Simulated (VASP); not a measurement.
A run of VASP 6.6.1 is set up as follows.

Contents of INCAR:

```
PREC = Accurate
ENCUT = 550
EDIFF = 1E-6
ISMEAR = 0
SIGMA = 0.02
LREAL = False
LASPH = True
NELM = 60
ALGO = Normal
ISIF = 2
LWAVE = False
LCHARG = False
GGA = PS
```

The input KPOINTS:

```
regular mesh
0
Gamma
  10 10 6
```

File POSCAR:

```
W2C
1.0
    3.0700456420      0.0000000000      0.0000000000
   -1.5350228210      2.6587375167      0.0000000000
    0.0000000000      0.0000000000      4.6784280000
W C
2 1
Cartesian
    1.5350228212      0.8862458388      1.1867721523
   -0.0000000002      1.7724916779      3.4916558477
    0.0000000000      0.0000000000      0.0000000000
```

Potentials or basis: VASP PAW PBE potentials, release 64 (W_sv_GW, C_GW).

Command:

```bash
$ cat potpaw_PBE.64/W_sv_GW/POTCAR potpaw_PBE.64/C_GW/POTCAR > POTCAR
$ mpirun -np 1 vasp_std > vasp.out
```

Problem. Estimate the band gap on the k mesh.

Solution. None (metal or under the smearing width).

Problem. Estimate the largest force.

Solution. 0.150 eV/Å.

Problem. Estimate the pressure.

Solution. -11.1 GPa.

Forces in eV/Å, atoms in the order of the input:
```
W    0.000  0.000 -0.150
W    0.000  0.000  0.150
C    0.000  0.000  0.000
```

Caveat: the PAW data sets were made with another functional, which shifts forces and pressure a little. Spin-orbit coupling is left out, which matters for the levels of W.
